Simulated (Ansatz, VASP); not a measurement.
**One calculation of MgSiN, two programs**

```
CELL_PARAMETERS angstrom
3.42487 0.00000 0.00000
0.00000 3.42487 0.00000
0.00000 0.00000 7.61691
ATOMIC_POSITIONS crystal
Mg 0.50000 0.00000 0.15759
Mg 0.00000 0.50000 0.84241
Si 0.50000 0.00000 0.53362
Si 0.00000 0.50000 0.46638
N 0.50000 0.50000 0.00000
N 0.00000 0.00000 0.00000
```

Change from the starting cell: species swapped into the CeClO type (P4/nmm, No. 129).

Alike in both runs: functional PBE; k mesh 12 × 12 × 6; occupations gaussian, width 0.1 eV; no spin polarisation.

Ansatz relaxed the structure, and its values are those at the end. VASP's run is a single point on that final structure, the one shown.

|  | VASP | Ansatz |
| --- | --- | --- |
| version | VASP 6.6.1 | Ansatz 0.2.0 |
| potentials or method | VASP PAW PBE potentials, release 64 (Mg, Si, N) | scalar-relativistic, plane waves, PAW |
| plane-wave cutoff (eV) | 520 | 420 |
| valence electrons in the cell | 22 | 38 |

Ansatz gave:

* gap on the k mesh at the Fermi level (eV): none
* pressure (GPa): 0.0

Task: What did VASP give for the same quantities?

Result: gap on the k mesh at the Fermi level (eV): none; pressure (GPa): -0.2.

A gap of «none» marks a metal or a gap that the smearing closes. With one functional, cell and mesh, what is left measures potentials, basis and numerics. The two sets of potentials don't hold the same shells in valence.
